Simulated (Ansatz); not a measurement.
# PbS: stress in a strained cell

PbS is deformed so: equal xy, yz and zx engineering shear strains of -1 %. What stress and forces result, by LAPW, PAW and all-electron datasets made for the crystal?

Method: DFT LDA, scalar-relativistic, in Ansatz 0.2.0.

### Step 1. Starting point

The structure is cubic, space group Fm-3m (No. 225). Conventional cell: a = 5.930 Å, b = 5.930 Å, c = 5.930 Å, α = 90.00°, β = 90.00°, γ = 90.00°. Pb (site symmetry m-3m) is surrounded by 6 S at 2.97 Å. Around S (site symmetry m-3m) lie 6 Pb at 2.97 Å.

Coordinates:

```cif
data_structure
_symmetry_space_group_name_H-M 'Fm-3m'
_symmetry_Int_Tables_number 225
_cell_length_a 5.9300
_cell_length_b 5.9300
_cell_length_c 5.9300
_cell_angle_alpha 90.000
_cell_angle_beta 90.000
_cell_angle_gamma 90.000
_cell_volume 208.53
loop_
_atom_site_label
_atom_site_type_symbol
_atom_site_symmetry_multiplicity
_atom_site_Wyckoff_symbol
_atom_site_fract_x
_atom_site_fract_y
_atom_site_fract_z
_atom_site_occupancy
Pb1 Pb 4 a 0.00000 0.00000 0.00000 1
S1 S 4 b 0.50000 0.00000 0.00000 1
```

The file gives the conventional cell by its symmetry; the runs use the cell typed in the input.

Atoms are numbered in the order of the input: Pb1, S2.

### Step 2. The deformed structure

Space group Fm-3m before, R-3m after.

### Step 3. All-electron LAPW

input.yaml reads:

```yaml
crystal:
  lattice:
    - [-0.02965, 2.950175, 2.950175]
    - [2.950175, -0.02965, 2.950175]
    - [2.950175, 2.950175, -0.02965]
  atoms:
    - { symbol: Pb, position: [0.0, 0.0, 0.0] }
    - { symbol: S, position: [0.5, 0.5, 0.5] }
kpoints:
  mp_grid: { grid: [7, 7, 7] }
  band_path:
    path:
      - [0.0, 0.0, 0.0]
      - [0.5, 0.5, 0.5]
      - [0.2525443832, 0.5, 0.7474556168]
      - [-0.2525443832, 0.2525443832, 0.5]
      - [0.0, 0.0, 0.5]
      - [0.0, 0.0, 0.0]
      - [-0.3762721916, 0.0, 0.3762721916]
      - [0.0, 0.3762721916, 0.6237278084]
      - [0.0, 0.5, 0.5]
    npoints: 5
scf:
  occupations: { method: fermi_dirac, width: 0.01 }
hamiltonian:
  xc: lda
  pseudopotentials: { kind: all_electron, lapw: { basis_error: 0.00025 } }
output:
  forces: true
  stress: true
  eigenvalues: true
```

Command:

```sh
$ ansatz run input.yaml --threads 1 --pin off --max-ram 3072MiB --backend cpu --events-out ev --progress --plain --runs-dir out
```

### Step 4. PAW on the default files

input.yaml reads:

```yaml
crystal:
  lattice:
    - [-0.02965, 2.950175, 2.950175]
    - [2.950175, -0.02965, 2.950175]
    - [2.950175, 2.950175, -0.02965]
  atoms:
    - { symbol: Pb, position: [0.0, 0.0, 0.0] }
    - { symbol: S, position: [0.5, 0.5, 0.5] }
kpoints:
  mp_grid: { grid: [7, 7, 7] }
scf:
  occupations: { method: fermi_dirac, width: 0.01 }
hamiltonian:
  xc: lda
  pseudopotentials: { kind: paw }
output:
  forces: true
  stress: true
  eigenvalues: true
  efg: { contact_densities: true }
```

### Step 5. Datasets made for this crystal

input.yaml: that of step 4 with these lines changed.

```diff
@@ -14,3 +14,3 @@
   xc: lda
-  pseudopotentials: { kind: paw }
+  pseudopotentials: { kind: all_electron, datasets: crystal }
 output:
```

(Steps that only read results are left out.)

**Question.** What will these runs give? Wanted: pressure; largest shear or deviatoric stress.

The runs gave:

| quantity | value |
| --- | --- |
| pressure | LAPW -2.60, PAW -2.61, crystal datasets -2.60 GPa |
| largest shear or deviatoric stress (LAPW) | 0.21 GPa |

In words: The largest part of the stress beyond the pressure is 0.21 GPa in size; the atoms are carried along and not relaxed. No run of the undeformed cell stands beside it, so the pressure holds what the given cell had before the change. PAW: stress within 0.01 GPa of LAPW. Crystal datasets: stress within 0.01 GPa of LAPW. Spin-orbit coupling is left out, though the cell holds Pb; in elements this heavy it can shift bands and gaps by tenths of an eV.

The gaps are Kohn-Sham values of a semilocal functional, not quasiparticle or optical gaps. Such gaps usually fall short of the measured ones; spin-orbit coupling, left out here, narrows gaps with Pb, so the two errors partly cancel.
